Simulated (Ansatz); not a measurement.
A 3-atom cell of Li2Se started from a crystallographic database was relaxed with 5 functionals in Ansatz, cell and atoms free, the symmetry of the start kept (meshes: PBE 6×6×6, r2SCAN 6×6×6, PBEsol 6×6×6, LDA 6×6×6, HSE06 4×4×4). No spin polarisation and no zero-point or thermal motion.

The PBEsol result:
```cif
data_structure
_symmetry_space_group_name_H-M 'Fm-3m'
_symmetry_Int_Tables_number 225
_cell_length_a 5.9449
_cell_length_b 5.9449
_cell_length_c 5.9449
_cell_angle_alpha 90.000
_cell_angle_beta 90.000
_cell_angle_gamma 90.000
_cell_volume 210.10
loop_
_atom_site_label
_atom_site_type_symbol
_atom_site_symmetry_multiplicity
_atom_site_Wyckoff_symbol
_atom_site_fract_x
_atom_site_fract_y
_atom_site_fract_z
_atom_site_occupancy
Li1 Li 8 c 0.25000 0.75000 0.75000 1
Se1 Se 4 a 0.00000 0.00000 0.00000 1
```

Space group Fm-3m (No. 225), cubic; conventional cell a = 5.945 Å, 17.51 Å³ an atom. Li has 4 Se at 2.57 Å; Se has 8 Li at 2.57 Å.

Question: What lattice does LDA give?

Answer: a = 5.847 Å; the volume differs by -4.8 % from PBEsol's. Li has 4 Se at 2.53 Å; Se has 8 Li at 2.53 Å.

Question: What lattice does PBE give?

Answer: a = 6.005 Å; the volume differs by +3.1 % from PBEsol's. Li is surrounded by 4 Se at 2.60 Å; Se is surrounded by 8 Li at 2.60 Å.

Question: Held at the r2SCAN cell, what mean stress do LDA and PBE find, and does its sign point to their own minimum?

Answer: Yes. LDA -2.34 GPa, and its relaxed volume is -6.8 % from r2SCAN's; PBE +0.33 GPa, and its relaxed volume is +0.9 % from r2SCAN's. Compression counts positive, so a positive stress asks for a larger cell.
